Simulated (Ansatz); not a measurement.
The system is CdF2.

```
Cd F
1.0
     0.00000    2.69400    2.69400
     2.69400    0.00000    2.69400
     2.69400    2.69400    0.00000
Cd F
1 2
Cartesian
  0.0000 0.0000 0.0000
  4.0410 4.0410 4.0410
  1.3470 1.3470 1.3470
```

Base run:

| Quantity | Value |
| --- | --- |
| Program | Ansatz 0.2.0 |
| Functional | r2SCAN50 |
| Potentials or basis | Ansatz PAW |
| Cutoff | 500 eV (not typed: the program's choice for these potentials) |
| k mesh | 5 × 5 × 5 |
| Occupations | fermi-dirac, width 0.05 eV |
| Spin | no spin polarisation |

Its results: band gap on the k mesh 9.26 eV, indirect (least direct gap 9.83 eV); pressure -3.4 GPa.

Task: The run is repeated on the same cell with these changes: functional from r2SCAN50 to HF; cutoff from 500 eV (not typed: the program's choice for these potentials) to 420 eV (not typed: the program's choice for these potentials). What comes out?

Result: Band gap on the k mesh 15.42 eV, indirect (least direct gap 16.04 eV); pressure 3.9 GPa.

Caveats: the k mesh misses the band edges, so the gap on the mesh is wider than the one along the path; the PAW data sets come from PBE, with cores solved anew for the run's functional, which leaves a small shift of forces and pressure; the thresholds are loose for stress.
